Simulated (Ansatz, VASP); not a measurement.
# One calculation of B, two programs

```xyz
3
Lattice="2.9692 0.0000 0.0000 -1.4846 2.5714 0.0000 0.0000 0.0000 2.9448" Properties=species:S:1:pos:R:3 pbc="T T T"
B     0.0000    0.0000    0.0000
B     0.0000    1.7143    1.4724
B     1.4846    0.8571    1.4724
```

Alike in both runs: task single point; functional r2SCAN; k mesh 14 × 14 × 12; occupations fermi-dirac, width 0.1 eV; no spin polarisation.

|  | VASP | Ansatz |
| --- | --- | --- |
| version | VASP 6.6.1 | Ansatz 0.2.0 |
| potentials or method | VASP PAW PBE potentials, release 64 (B) | plane waves (500 eV) with PAW, scalar-relativistic |
| plane-wave cutoff (eV) | 520 | 500 |
| valence electrons in the cell | 9 | 9 |

```csv
,VASP,Ansatz,Ansatz less VASP
pressure (GPa),-20.5,-20.7,-0.16
largest component of the traceless stress (GPa),7.72,7.71,-0.013
```

Caveats: so large a pressure means that the cell lies far from this level's equilibrium, or that cutoff or potentials fall short (VASP); the potentials were made for another functional, which shifts forces and pressure (VASP).
